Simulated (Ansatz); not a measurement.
# A C vacancy in 4H-SiC, 191 atoms, charge 0 (h site)

All numbers come from Ansatz (PAW, plane waves, no spin–orbit coupling) at the single k point (¼, ¼, ¼) without its symmetry partners. The atoms were relaxed with PBEsol in a fixed cell; other functionals are single points on those atoms unless said otherwise. The valence top and gap of the host come from its small cell on a dense mesh, with the band extrema sought between the mesh points, lined up by the mean potential, PBEsol gap 2.12 eV, HSE06 gap 3.14 eV, r²SCAN gap 2.60 eV.

Cell: a = 12.312 Å, b = 15.994 Å, c = 10.076 Å, α = 90.00°, β = 90.00°, γ = 90.00°.

Nearest atoms after relaxation, from the placed atom (for vacancies from the middle of the vacant sites): Si at 1.80 Å, Si at 1.82 Å, Si at 1.84 Å, Si at 1.86 Å, C at 2.94 Å, C at 2.94 Å, C at 2.95 Å, C at 3.01 Å.

Chemical potentials μ are those of reference phases of the elements at zero temperature by the same functional (the usual solids, diamond for C, grey Sn, and the molecules H2, N2, O2, F2, Cl2, Br2 and S8).

```csv
functional,E(defect) − E(host) − Σ nμ + q·E_VBM (eV),monopole (eV),alignment (eV),formation energy at E_F = VBM (eV),moment (μB),"wall time, shared host"
PBEsol,4.41,0.00,0.00,4.41,0 (no spin),21 s on NVIDIA GB300 (relaxation)
HSE06,5.03,0.00,0.00,5.03,0 (no spin),82 s on NVIDIA GB300
r²SCAN,5.15,0.00,0.00,5.15,0 (no spin),9.9 s on NVIDIA GB300
```

HSE06 one-electron levels near the gap (the ten most localised at most), from the host's valence top:

```
level (eV)  spin  filling  atoms sharing it  element of the atom with most weight
     -0.16  both     2.00             136.9                                spread
      1.19  both     2.00              13.5                                    Si
      3.05  both     0.00              15.5                                    Si
      3.32  both     0.00              13.9                                    Si
```

r²SCAN one-electron levels near the gap (the ten most localised at most), from the host's valence top:

```
level (eV)  spin  filling  atoms sharing it  element of the atom with most weight
     -0.30  both     2.00             126.2                                spread
     -0.15  both     2.00             136.1                                spread
      1.08  both     2.00              13.9                                    Si
      2.48  both     0.00              14.5                                    Si
      2.73  both     0.00              13.1                                    Si
```

All elements are taken at their own reference at once; growth conditions in equilibrium with the host shift these energies, by up to the host's formation enthalpy.

One k point and a cell of this size can leave errors of several tenths of an eV in such numbers.
